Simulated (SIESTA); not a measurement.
Crystal: BN.

```
N B
1.0
     0.00000    1.81300    1.81300
     1.81300    0.00000    1.81300
     1.81300    1.81300    0.00000
N B
1 1
Direct
  0.25000 0.25000 0.25000
  0.00000 0.00000 0.00000
```

The cell is a database's computed one.

Base run:

```yaml
Program: SIESTA 5.4.2
Functional: PBE
Potentials_or_basis: PseudoDojo 0.4 standard (PBE files)
Basis: DZP (energy shift 0.003 Ry)
Grid_cutoff: 800 Ry
Energy_shift: 0.003 Ry
k_mesh: 13 × 13 × 13
Occupations: fermi-dirac, width 0.05 eV
Spin: no spin polarisation
```

Its results: band gap on the k mesh 4.64 eV, indirect (least direct gap 8.84 eV); pressure 2.6 GPa.

Question: After a change of settings the same cell gave: band gap on the k mesh 4.56 eV, indirect (least direct gap 8.84 eV); pressure 2.6 GPa. Which change was it?
A. k mesh from 13 × 13 × 13 to 10 × 10 × 10
B. functional from PBE to PBEsol; potentials or basis from PseudoDojo 0.4 standard (PBE files) to PseudoDojo 0.4 standard (PBEsol files)
C. functional from PBE to LDA; potentials or basis from PseudoDojo 0.4 standard (PBE files) to PseudoDojo 0.4 standard (LDA files)

Answer: A.

Caveats: the basis of atomic orbitals isn't converged, which shifts pressures, moduli and gaps; an odd mesh through Γ misses points on the zone boundary, where band edges often lie (some runs).

Not every run made on this cell is shown here.
